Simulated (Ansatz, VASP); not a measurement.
**Two plane-wave programs on ZnS**

Contents of POSCAR:

```
ZnS
1.0
    0.0000000000      2.6940858329      2.6940858329
    2.6940858329      0.0000000000      2.6940858329
    2.6940858329      2.6940858329      0.0000000000
Zn S
1 1
Direct
    0.0000000000      0.0000000000      0.0000000000
    0.2500000000      0.2500000000      0.2500000000
```

File INCAR.step1:

```
PREC     = Accurate       # precision mode
ENCUT    = 520            # plane-wave cutoff, eV
ISMEAR   = 0              # smearing method
SIGMA    = 0.01           # smearing width, eV
LREAL    = False          # projectors in reciprocal space
LASPH    = True           # aspherical terms in the spheres
NELM     = 100            # most SCF steps
NBANDS   = 16             # bands
GGA      = PE             # functional
ALGO     = Normal         # electronic algorithm
EDIFF    = 1E-4           # SCF threshold, eV
LWAVE    = True           # write WAVECAR
LCHARG   = False          # write CHGCAR
```

INCAR.step2

```
PREC     = Accurate       # precision mode
ENCUT    = 520            # plane-wave cutoff, eV
EDIFF    = 1E-7           # SCF threshold, eV
ISMEAR   = 0              # smearing method
SIGMA    = 0.01           # smearing width, eV
LREAL    = False          # projectors in reciprocal space
LASPH    = True           # aspherical terms in the spheres
NELM     = 100            # most SCF steps
ALGO     = Normal         # electronic algorithm
ISIF     = 2              # what is computed and relaxed
LWAVE    = False          # write WAVECAR
LCHARG   = False          # write CHGCAR
METAGGA  = R2SCAN         # meta-GGA
LMIXTAU  = True         
NBANDS   = 16             # bands
ISTART   = 1
```

File KPOINTS:

```
Automatic mesh
0
Gamma
  8 8 8
```

Input for Ansatz:

```yaml
crystal:
  lattice:
    - [0.0, 2.6940858329, 2.6940858329]
    - [2.6940858329, 0.0, 2.6940858329]
    - [2.6940858329, 2.6940858329, 0.0]
  atoms:
    - { symbol: Zn, position: [0.0, 0.0, 0.0] }
    - { symbol: S, position: [0.25, 0.25, 0.25] }
kpoints:
  mp_grid: { grid: [8, 8, 8] }
  band_path:
    path:
      - [0.0, 0.0, 0.0]
      - [-0.5, -0.5, 0.0]
      - [-0.375, -0.375, 0.25]
      - [-0.375, 0.0, 0.375]
      - [0.0, 0.0, 0.5]
      - [-0.5, -0.25, 0.25]
    npoints: 1
hamiltonian:
  xc: r2scan
scf:
  occupations: { method: fixed }
  n_extra_bands: 4
output:
  forces: true
  stress: true
  eigenvalues: true
```

Alike in both runs: task single point; functional r2SCAN; k mesh 8 × 8 × 8; no spin polarisation.

|  | VASP | Ansatz |
| --- | --- | --- |
| version | VASP 6.6.1 | Ansatz 0.2.0 |
| potentials or method | VASP PAW PBE potentials, release 64 (Zn, S) | plane waves, PAW |
| plane-wave cutoff (eV) | 520 | 500 |
| occupations | gaussian, width 0.01 eV | fixed |
| valence electrons in the cell | 18 | 18 |

VASP gave:

| Item | Value |
| --- | --- |
| gap on the k mesh at the Fermi level (eV) | 2.72 |
| pressure (GPa) | 0.1 |

Q: Estimate Ansatz's values.

A: gap on the k mesh at the Fermi level (eV): 2.71; pressure (GPa): 0.0.

Caveats: the PAW data sets were made with another functional, which shifts forces and pressure a little (VASP). r2SCAN opens gaps a little over a GGA but as a rule still falls short of measured ones.
